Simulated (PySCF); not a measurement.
**Core binding energy against partial charge**

Species: C5H5N.
Z-matrix (Å and degrees, PBE0-D3(BJ)/def2-SVP geometry), rows numbered from 1:
```
C 
C   1  1.3926
C   2  1.3952  1  118.38
N   3  1.3306  2  123.52  1     0.08
C   4  1.3305  3  117.70  2    -0.06
C   1  1.3926  2  118.51  3    -0.01
H   1  1.0930  2  120.75  3   179.97
H   2  1.0922  1  121.28  3  -179.99
H   3  1.0965  2  120.08  1   179.94
H   5  1.0965  4  116.38  3  -179.88
H   6  1.0922  1  121.30  2   179.95
```

Binding energies: delta-SCF UKS SCAN, pcX-2 on the ionised atom, pcseg-1 elsewhere, spin-free X2C in PySCF. Charges: PBE0/pcSseg-1 ground-state density, for the ionised atom.

```json
{"atom": "C2", "environment": "aromatic CH carbon", "C 1s (eV)": "290.69", "Mulliken (e)": "-0.190", "IAO (e)": "-0.180", "Hirshfeld (e)": "-0.053", "ESP (e)": "-0.645"}
{"atom": "C1", "environment": "aromatic CH carbon", "C 1s (eV)": "290.99", "Mulliken (e)": "-0.028", "IAO (e)": "-0.122", "Hirshfeld (e)": "-0.032", "ESP (e)": "+0.347"}
{"atom": "C3", "environment": "aromatic CH next to a ring nitrogen", "C 1s (eV)": "291.32", "Mulliken (e)": "+0.139", "IAO (e)": "-0.009", "Hirshfeld (e)": "+0.016", "ESP (e)": "+0.569"}
```

Question: Give the correlation coefficient and slope of binding energy on charge for each scheme.

Answer: Mulliken: r = 1.00, slope 1.9 eV per e; IAO: r = 0.99, slope 3.6 eV per e; Hirshfeld: r = 0.98, slope 8.8 eV per e; ESP: r = 0.93, slope 0.5 eV per e. On 3 points no scheme stands out.

Question: The point-charge model writes a binding energy as kq + V + constant, with V the potential of the other atoms' charges at the site. What does it give with the Mulliken charges?

Answer: V = Σ 14.40 eV Å × q/r over all other atoms: +1.98 eV at C2, -0.62 eV at C1, -3.20 eV at C3. Fitting binding energy − V to q gives k = 17.7 eV per e and leaves an rms residual of 0.02 eV, against 0.00 eV for the fit on q alone. The model has no term for differences in relaxation between sites.

Isolated species at its PBE0-D3(BJ)/def2-SVP geometry, gas phase.
